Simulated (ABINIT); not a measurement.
The system is SnTe.

```
CELL_PARAMETERS angstrom
0.00000 3.61115 3.61115
3.61115 0.00000 3.61115
3.61115 3.61115 0.00000
ATOMIC_POSITIONS crystal
Te 0.25000 0.25000 0.25000
Sn 0.00000 0.00000 0.00000
```

Measurements of this composition are mostly on another form, of space group No. 225.

Base run:

| Item | Value |
| --- | --- |
| Program | ABINIT 10.8.3 (patched build) |
| Functional | PBEsol |
| Potentials or basis | JTH PAW PBE v2.0 |
| Cutoff | 599 eV |
| k mesh | 7 × 7 × 7 |
| Occupations | fermi-dirac, width 0.05 eV |
| Spin | no spin polarisation |

Its results: band gap on the k mesh 0.29 eV, indirect (least direct gap 0.79 eV); pressure -1.4 GPa.

Problem. The run is repeated on the same cell with these changes: functional from PBEsol to PBE. What comes out?

Solution. Band gap on the k mesh 0.33 eV, indirect (least direct gap 0.83 eV); pressure -0.1 GPa.

PBE binds less tightly than PBEsol, so the same cell stands under more pressure.

Caveats: spin-orbit coupling is left out, which moves the levels of the heavy elements; the mesh misses the band edges, which the band path finds closer together; the PAW data sets were made with another functional, which shifts forces and pressure a little (some runs).
